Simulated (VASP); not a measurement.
# Au in VASP: work function with PBE+D3(BJ)

Aim: the work function of Au with PBE+D3(BJ).

All numbers are computed with VASP 6.6.1; they aren't measurements. Logs are shortened: lines on timing, memory, paths and dates and some standing lists are left out, and cuts for length are marked.

## 1. Starting point

The cell holds a slab with vacuum, 3 atoms: a = 2.900 Å, b = 2.900 Å, c = 28.636 Å, α = 90.00°, β = 90.00°, γ = 120.00°.

The cell was built by a generator and needn't be a form met in nature.

## 2. Work function, PBE+D3(BJ)

Input file INCAR:

```
SYSTEM = Au
PREC = Accurate ; ENCUT = 520
EDIFF = 1E-6 ; ISMEAR = 1
SIGMA = 0.1 ; LREAL = .FALSE.
LASPH = .TRUE. ; NELM = 60
ALGO = Fast ; ISIF = 2
LWAVE = .FALSE. ; LCHARG = .TRUE.
LDIPOL = .TRUE. ; IDIPOL = 3
DIPOL = 0.5 0.5 0.500 ; GGA = PE
IVDW = 12 ; LVHAR = .TRUE.
LVACPOTAV = .TRUE. ; KPAR = 2
```

Input file KPOINTS:

```
regular mesh
0
G
  13 13 1
  0 0 0
```

Input file POSCAR:

```
Au                                      
1.0
    2.9002550600      0.0000000000      0.0000000000
   -1.4501274800      2.5116945000      0.0000000000
    0.0000000000      0.0000000000     28.6361185500
  Au            
     3
Selective dynamics
Direct
     0.0000000000000000    0.0000000000000000    0.4173051599999980   F   F   F
     0.6666669999999968    0.3333330000000032    0.5012462288756847   T   T   T
     0.3333330000000032    0.6666669999999968    0.5852894190786293   T   T   T
```

Potentials or basis: VASP PAW PBE potentials, release 64 (Au).

Launch:

```
cat potpaw_PBE.64/Au/POTCAR > POTCAR
mpirun -np 2 vasp_std > vasp.out
```

OUTCAR:

```text
SYSTEM = Au
   PREC = Accurate
   ENCUT = 520
   EDIFF = 1E-6
   ISMEAR = 1
   LREAL = .FALSE.
   LASPH = .TRUE.
   NELM = 60
   ISIF = 2
   GGA = PE
   IVDW = 12
 IVDW          = 12

 ion  position               nearest neighbor table
   1  0.000  0.000  0.417-   2 2.93   2 2.93   2 2.93
   2  0.667  0.333  0.501-   1 2.93   1 2.93   1 2.93   3 2.93   3 2.93   3 2.93
   3  0.333  0.667  0.585-   2 2.93   2 2.93   2 2.93

  LATTYP: Found a hexagonal cell.
 ALAT       =     2.9002550600
 C/A-ratio  =     9.8736552329

  Lattice vectors:

 A1 = (   2.9002550600,   0.0000000000,   0.0000000000)
 A2 = (  -1.4501274800,   2.5116945000,   0.0000000000)
 A3 = (   0.0000000000,   0.0000000000,  28.6361185500)

Analysis of symmetry for initial positions (statically):
=====================================================================
 Subroutine PRICEL returns:
 Original cell was already a primitive cell.

 Routine SETGRP: Setting up the symmetry group for a
 hexagonal supercell.

 Subroutine GETGRP returns: Found  6 space group operations
 (whereof  6 operations were pure point group operations)
 out of a pool of 24 trial point group operations.

The static configuration has the point symmetry C_3v.

Analysis of symmetry for dynamics (positions and initial velocities):
=====================================================================
 Subroutine PRICEL returns:
 Original cell was already a primitive cell.

 Routine SETGRP: Setting up the symmetry group for a
 hexagonal supercell.

 Subroutine GETGRP returns: Found  6 space group operations
 (whereof  6 operations were pure point group operations)
 out of a pool of 24 trial point group operations.

The dynamic configuration has the point symmetry C_3v.

Analysis of constrained symmetry for selective dynamics:
=====================================================================
 Subroutine PRICEL returns:
 Original cell was already a primitive cell.

 Routine SETGRP: Setting up the symmetry group for a
 hexagonal supercell.

 Subroutine GETGRP returns: Found  6 space group operations
 (whereof  6 operations were pure point group operations)
 out of a pool of 24 trial point group operations.

The constrained configuration has the point symmetry C_3v.

 Subroutine INISYM returns: Found  6 space group operations
 (whereof  6 operations are pure point group operations),
 and found     1 'primitive' translations

----------------------------------------------------------------------------------------

                                     Primitive cell

  volume of cell :     208.6014

  direct lattice vectors                    reciprocal lattice vectors
     2.900255060  0.000000000  0.000000000     0.344797261  0.199068789  0.000000000
    -1.450127480  2.511694500  0.000000000     0.000000000  0.398137592  0.000000000
     0.000000000  0.000000000 28.636118550     0.000000000  0.000000000  0.034920934

  length of vectors
     2.900255060  2.900254984 28.636118550     0.398137581  0.398137592  0.034920934

  position of ions in fractional coordinates (direct lattice)
     0.000000000  0.000000000  0.417305160
     0.666667000  0.333333000  0.501246229
     0.333333000  0.666667000  0.585289419

  ion indices of the primitive-cell ions
   primitive index   ion index
                 1           1
                 2           2
                 3           3

----------------------------------------------------------------------------------------

 KPOINTS: regular mesh

Automatic generation of k-mesh.
 Grid dimensions read from file:
 generate k-points for:   13   13    1

 Generating k-lattice:

  Cartesian coordinates                     Fractional coordinates (reciprocal lattice)
     0.026522866  0.015312984  0.000000000     0.076923077  0.000000000  0.000000000
     0.000000000  0.030625969  0.000000000     0.000000000  0.076923077  0.000000000
     0.000000000  0.000000000  0.034920934     0.000000000  0.000000000  1.000000000

  Length of vectors
     0.030625968  0.030625969  0.034920934

  Shift w.r.t. Gamma in fractional coordinates (k-lattice)
     0.000000000  0.000000000  0.000000000

 Subroutine IBZKPT returns following result:
 ===========================================

 Found     21 irreducible k-points:

 Following reciprocal coordinates:
            Coordinates               Weight
  0.000000  0.000000  0.000000      1.000000
  0.076923 -0.000000  0.000000      6.000000
  0.153846  0.000000  0.000000      6.000000
  0.230769 -0.000000  0.000000      6.000000
  0.307692  0.000000  0.000000      6.000000
  0.384615 -0.000000  0.000000      6.000000
[... 13 lines left out ...]
  0.384615  0.230769  0.000000      6.000000
  0.307692  0.307692  0.000000      6.000000
   k-points           NKPTS =     21   k-points in BZ     NKDIM =     21   number of bands    NBANDS=     20
   number of dos      NEDOS =    301   number of ions     NIONS =      3
   total plane-waves  NPLWV = 124416
   dimension x,y,z NGX =    24 NGY =   24 NGZ =  216
   dimension x,y,z NGXF=    48 NGYF=   48 NGZF=  432
   ions per type =               3
   NGX,Y,Z   is equivalent  to a cutoff of  13.76, 13.76, 12.54 a.u.
   NGXF,Y,Z  is equivalent  to a cutoff of  27.51, 27.51, 25.08 a.u.
 SYSTEM =  Au
   PREC   = accura    normal or accurate (medium, high low for compatibility)
   ISTART =      0    job   : 0-new  1-cont  2-samecut
   ICHARG =      2    charge: 1-file 2-atom 10-const
   ISPIN  =      1    spin polarized calculation?
   LNONCOLLINEAR =      F non collinear calculations
   LSORBIT =      F    spin-orbit coupling
   LASPH  =      T    aspherical Exc in radial PAW
   ENCUT  =  520.0 eV  38.22 Ry    6.18 a.u.   5.39  5.39 53.24*2*pi/ulx,y,z
   NELM   =     60;   NELMIN=  2; NELMDL= -5     # of ELM steps
   EDIFF  = 0.1E-05   stopping-criterion for ELM
   LREAL  =      F    real-space projection
   EDIFFG = 0.1E-04   stopping-criterion for IOM
   NSW    =      0    number of steps for IOM
   IBRION =     -1    ionic relax: 0-MD 1-quasi-New 2-CG
   NFREE  =      0    steps in history (QN), initial steepest desc. (CG)
   ISIF   =      2    stress and relaxation
   ISYM   =      2    0-nonsym 1-usesym 2-fastsym
   POTIM  = 0.5000    time-step for ionic-motion
   TEBEG  =    0.0;   TEEND  =   0.0 temperature during run
   PSTRESS=    0.0 pullay stress
   NELECT =      33.0000    total number of electrons
   NUPDOWN=      -1.0000    fix difference up-down
   EMIN   =  10.00;   EMAX   =-10.00  energy-range for DOS
   EFERMI =   0.00;   METHOD = LEGACY
   ISMEAR =     1;   SIGMA  =   0.10  broadening in eV -4-tet -1-fermi 0-gaus
   EFERMI_NEDOS =   21; number of points for ismear=-14 and -15
   IALGO  =     68    algorithm
   IMIX   =      4    mixing-type and parameters
     AMIX     =   0.40;   BMIX     =  1.00
     AMIX_MAG =   1.60;   BMIX_MAG =  1.00
  volume/ion in A,a.u.               =      69.53       469.24
  Fermi-wavevector in a.u.,A,eV,Ry     =   0.885402  1.673167 10.666103  0.783936
  Thomas-Fermi vector in A             =   2.006430
   LORBIT       =      0    0 simple, 1 ext, 2 COOP (PROOUT), +10 PAW based schemes
   GGA     = PE    functional components
   LHFCALC =     F    Hartree Fock is set to
   AEXX    =    0.0000 exact exchange contribution
   IVDW    =    12    specifies the selected vdW correction
   LEPSILON=     F    determine dielectric tensor
   LRPA    =     F    only Hartree local field effects (RPA)
 non-spin polarized calculation
 RMM-DIIS sequential band-by-band and
 Methfessel and Paxton  Order N= 1 SIGMA  =   0.10
  energy-cutoff  :      520.00
  volume of cell :      208.60
 maximum number of plane-waves:      5723
 NGX is ok and might be reduce to    24
   NGX = 11   NGY = 11   NGZ =107

 dipolmoment           0.000000      0.000000     -0.000154 electrons x Angstroem

 number of electron      33.0000003 magnetization

 dipolmoment           0.000000      0.000000      0.000031 electrons x Angstroem

 Free energy of the ion-electron system (eV)
  ---------------------------------------------------
  ext. energy  EPLUGINS =         0.00000000
  ---------------------------------------------------
  free energy    TOTEN  =        -9.06959900 eV

  energy without entropy =       -9.06930222  energy(sigma->0) =       -9.06950007

 E-fermi :  -1.6953     XC(G=0):  -3.7561

 val. band max:       -1.7211937259   @ k =   0.2308  -0.0000   0.0000
 cond. band min:      -1.3438934383   @ k =   0.1538   0.1538   0.0000
 fundamental gap:      0.3773002875
 Fermi energy:        -1.6952544962

 k-point     1 :       0.0000    0.0000    0.0000
  band No.  band energies     occupation
      1     -10.3762      2.00000
      2      -8.9077      2.00000
      3      -8.4601      2.00000
      4      -6.0819      2.00000
      5      -5.9043      2.00000
      6      -5.9043      2.00000
[... 12 lines left out ...]
     19      -1.2526     -0.00000
     20       2.9970      0.00000

 k-point     2 :       0.0769   -0.0000    0.0000
  band No.  band energies     occupation
      1     -10.1972      2.00000
      2      -8.7272      2.00000
      3      -8.2981      2.00000
      4      -6.0771      2.00000
      5      -6.0257      2.00000
      6      -5.8848      2.00000
[... 12 lines left out ...]
     19      -0.7871     -0.00000
     20       3.1103      0.00000

 k-point     3 :       0.1538    0.0000    0.0000
  band No.  band energies     occupation
      1      -9.6906      2.00000
      2      -8.2407      2.00000
      3      -7.8696      2.00000
      4      -6.3276      2.00000
      5      -6.1827      2.00000
      6      -6.0189      2.00000
[... 12 lines left out ...]
     19       0.2300     -0.00000
     20       3.4501      0.00000

 k-point     4 :       0.2308   -0.0000    0.0000
  band No.  band energies     occupation
      1      -8.9788      2.00000
      2      -7.7323      2.00000
      3      -7.4234      2.00000
      4      -6.6661      2.00000
      5      -6.3332      2.00000
      6      -5.9542      2.00000
[... 360 lines left out ...]
 k-point    20 :       0.3846    0.2308    0.0000
  band No.  band energies     occupation
      1      -7.2785      2.00000
      2      -7.2198      2.00000
      3      -6.9727      2.00000
      4      -6.6326      2.00000
      5      -6.3686      2.00000
      6      -6.0370      2.00000
[... 12 lines left out ...]
     19       2.1726      0.00000
     20       3.8105      0.00000

 k-point    21 :       0.3077    0.3077    0.0000
  band No.  band energies     occupation
      1      -7.0815      2.00000
      2      -7.0580      2.00000
      3      -6.7732      2.00000
      4      -6.6271      2.00000
      5      -6.3206      2.00000
      6      -5.9406      2.00000
[... 12 lines left out ...]
     19       3.0071      0.00000
     20       3.8829      0.00000

------------------------ aborting loop because EDIFF is reached ----------------------------------------

 Edisp (eV)   -1.33057

 E8    (eV) :    -0.6250

  FORCE on cell =-STRESS in cart. coord.  units (eV):
  Direction    XX          YY          ZZ          XY          YZ          ZX
  --------------------------------------------------------------------------------------
  -------------------------------------------------------------------------------------
  Total      -2.69558    -2.69558    -0.05824    -0.00000     0.00000    -0.00000
  in kB     -20.70360   -20.70360    -0.44730    -0.00000     0.00000    -0.00000
  external pressure =      -13.95 kB  Pullay stress =        0.00 kB

 VOLUME and BASIS-vectors are now :
 -----------------------------------------------------------------------------
  energy-cutoff  :      520.00
  volume of cell :      208.60
      direct lattice vectors                 reciprocal lattice vectors
     2.900255060  0.000000000  0.000000000     0.344797261  0.199068789  0.000000000
    -1.450127480  2.511694500  0.000000000     0.000000000  0.398137592  0.000000000
     0.000000000  0.000000000 28.636118550     0.000000000  0.000000000  0.034920934

 POSITION                                       TOTAL-FORCE (eV/Angst)
 -----------------------------------------------------------------------------------
      0.00000      0.00000     11.95000         0.000000      0.000000     -0.002352
      1.45013      0.83723     14.35375        -0.000000      0.000000      0.010060
     -0.00000      1.67446     16.76042        -0.000000      0.000000     -0.007707
 -----------------------------------------------------------------------------------
    total drift:                                0.000020     -0.000012     -0.000004

  FREE ENERGIE OF THE ION-ELECTRON SYSTEM (eV)
  ---------------------------------------------------
  free  energy   TOTEN  =       -10.4001679776 eV

  energy  without entropy=      -10.3998711974  energy(sigma->0) =      -10.40006905

 vacuum level on the upper side and lower side of the slab         3.542         3.541
```

Wall time 38 s (2 MPI ranks of Intel Xeon 6975P-C (Granite Rapids), shared host); peak memory 0.37 GiB.

Results:

- Free energy: -10.4002 eV
- Largest force: 0.010 eV/Å
- Band gap on the k mesh: none (metal or under the smearing width)
- Dispersion energy per atom: -0.444 eV
- Work function of the upper face: 5.24 eV
- Work function of the lower face: 5.24 eV

Forces on the atoms (eV/Å):
```
Au   0.000  0.000 -0.002
Au   0.000  0.000  0.010
Au   0.000  0.000 -0.008
```

The run has no spin-orbit coupling, so splittings on Au are missing.
